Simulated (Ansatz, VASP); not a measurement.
**One calculation of Ag, two programs**

```xyz
1
Lattice="0.0000 2.0271 2.0271 2.0271 0.0000 2.0271 2.0271 2.0271 0.0000" Properties=species:S:1:pos:R:3 pbc="T T T"
Ag    0.0000    0.0000    0.0000
```

Alike in both runs: task single point; functional PBEsol; k mesh 16 × 16 × 16; occupations fermi-dirac, width 0.1 eV; non-collinear spin, spin-orbit coupling.

```csv
,VASP,Ansatz
version,VASP 6.6.1,Ansatz 0.2.0
potentials or method,"VASP PAW PBE potentials, release 64 (Ag)","PAW with Ansatz's default frozen-core files, fully relativistic files with spin-orbit coupling"
plane-wave cutoff (eV),520,420
valence electrons in the cell,11,19
```

|  | VASP | Ansatz | Ansatz less VASP |
| --- | --- | --- | --- |
| pressure (GPa) | -0.3 | -0.1 | +0.20 |
| net moment per atom (μB) | 0.00 | 0.00 | 0.000 |

With one functional, cell and mesh, what is left measures potentials, basis and numerics. The two sets of potentials don't hold the same shells in valence.

Caveats: the PAW data sets were made with another functional, which shifts forces and pressure a little (VASP).
